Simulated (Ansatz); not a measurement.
## SiC (Moissanite) in Ansatz: the effect of exact exchange

The system is SiC (Moissanite).

```
CELL_PARAMETERS angstrom
3.07600 0.00000 0.00000
-1.53800 2.66389 0.00000
0.00000 0.00000 5.04800
ATOMIC_POSITIONS crystal
Si 0.66667 0.33333 0.50000
Si 0.33333 0.66667 0.00000
C 0.66667 0.33333 0.88500
C 0.33333 0.66667 0.38500
```

Alike in all runs:

* Program: Ansatz 0.2.0
* Task: single point
* Functional: HSE06 form with a typed share of exact exchange
* Potentials or basis: Ansatz PAW
* Cutoff: 420 eV (not typed: the program's choice for these potentials)
* k mesh: 5 × 5 × 3
* Occupations: fermi-dirac, width 0.05 eV
* Spin: no spin polarisation

Q: One run gave: gap on the mesh 2.99 eV; pressure 2.7 GPa; largest force 0.74 eV/Å. Which exact exchange did it use?
A. 0.2
B. 0.15
C. 0.25
D. 0.5
E. 0.05

A: E.

```tsv
exact exchange	gap on the mesh (eV)	pressure (GPa)	largest force (eV/Å)
0.05	2.99	2.7	0.74
0.1	3.19	1.8	0.75
0.15	3.38	0.8	0.75
0.2	3.58	-0.1	0.76
0.25	3.78	-1.0	0.76
0.3	3.98	-1.9	0.77
0.4	4.39	-3.7	0.77
0.5	4.81	-5.4	0.78
```

Caveats: all runs use coarse meshes; odd divisions of the mesh miss points on the zone boundary, where band edges often lie, so the gap on the mesh can be too wide; the PAW data sets come from PBE, with cores solved anew for the run's functional, which leaves a small shift of forces and pressure; the thresholds are loose for stress.

A k mesh can miss the band edges.
